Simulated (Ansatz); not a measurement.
## HgTe and the effect of spin-orbit coupling

Symmetry: F-43m, No. 216, cubic system. Conventional cell: a = 6.429 Å, b = 6.429 Å, c = 6.429 Å, α = 90.00°, β = 90.00°, γ = 90.00°. Around Hg (site symmetry -43m) lie 4 Te at 2.78 Å. Around Te (site symmetry -43m) lie 4 Hg at 2.78 Å.

Kept alike: task band structure; functional PBEsol; k mesh 7 × 7 × 7; occupations fermi-dirac, width 0.05 eV. Program: Ansatz, Ansatz PAW, cutoff 420 eV. The mesh is that of the run's cell of 2 atoms.

```csv
spin-orbit coupling,pressure (GPa)
off,1.76
on,1.30
```

Pressure is positive in compression, with a Pulay correction for the finite cutoff. For a metal such a mesh leaves the last digits unconverged. All rows use potentials made for PBE.

Question: What does spin-orbit coupling change here?

Answer: The pressure runs from 1.30 (on) to 1.76 GPa (off).

At this fixed cell, spin-orbit coupling lowers the pressure from 1.76 to 1.30 GPa. Both values are positive, so the lattice would expand on relaxation either way, but less with the coupling included. The relativistic term therefore acts as a modest contraction, meaning that its energy gain grows as the volume shrinks.

The coupling is strong in the Te 5p states that dominate the upper valence band, with a further contribution from Hg 5d. In a nearly filled valence manifold, the upward and downward shifts of the split levels largely cancel in the total energy. The net effect on the pressure therefore probably comes from spin-orbit mixing between occupied and empty states, and from changed occupations where the bands meet near the Fermi level. This explains how a large splitting of the bands can coexist with a small change in the equation of state. The pressures alone do not show the inverted band order for which HgTe is known.
